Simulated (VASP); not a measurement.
CoO:

```xyz
2
Lattice="0.0000 2.1315 2.1315 2.1315 0.0000 2.1315 2.1315 2.1315 0.0000" Properties=species:S:1:pos:R:3 pbc="T T T"
Co    0.0000    0.0000    0.0000
O     2.1315    2.1315    2.1315
```

Program: VASP 6.6.1. Alike in all runs: potentials or basis VASP PAW PBE potentials, release 64 (Co, O); spin collinear, ferromagnetic start; cell as given; cutoff (eV) 520. Hardware: 1 thread of AMD EPYC 7R43 64-Core Processor (Zen 3) (shared host).

Q: Order these runs on this cell by their wall time, lowest first.
A. task optical spectrum; level PBEsol; k mesh 11 × 11 × 11; smearing gaussian 0.02 eV; mesh quality not flagged
B. task single point; level HSE(alpha, omega); k mesh 6 × 6 × 6; smearing fermi-dirac 0.05 eV; share of exact exchange 0.05; grid for exact exchange (PRECFOCK) Fast; mesh quality coarse
C. task atomic charges; level PBEsol; k mesh 11 × 11 × 11; smearing gaussian 0.02 eV; mesh quality not flagged

A: C (66 s), A (240 s), B (2500 s).

Caveats: some runs use coarse meshes; a cell with one magnetic atom can't hold antiferromagnetic order, which such compounds often take; spectra need much finer meshes, so this one isn't converged (some runs); independent-particle spectra lack excitons (some runs); the intraband (Drude) part of a metal's response may be missing (some runs).
